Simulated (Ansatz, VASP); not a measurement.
**Pb in VASP and in Ansatz**

```
Pb
1.0
     0.00000    3.43495    3.43495
     3.43495    0.00000    3.43495
     3.43495    3.43495    0.00000
Pb
2
Direct
  0.50000 0.50000 0.50000
  0.75000 0.75000 0.75000
```

Alike in both runs: task single point; functional PBE; k mesh 10 × 10 × 10; occupations gaussian, width 0.1 eV; no spin polarisation.

|  | VASP | Ansatz |
| --- | --- | --- |
| version | VASP 6.6.1 | Ansatz 0.2.0 |
| potentials or method | VASP PAW PBE potentials, release 64 (Pb_d) | scalar-relativistic, plane waves, PAW |
| plane-wave cutoff (eV) | 520 | 420 |
| valence electrons in the cell | 28 | 28 |

|  | VASP | Ansatz | Ansatz less VASP |
| --- | --- | --- | --- |
| gap on the k mesh at the Fermi level (eV) | none | none | - |
| pressure (GPa) | 2.4 | 2.5 | +0.05 |

A gap of «none» marks a metal or a gap that the smearing closes.

The runs have no spin-orbit coupling, so splittings on Pb are missing.
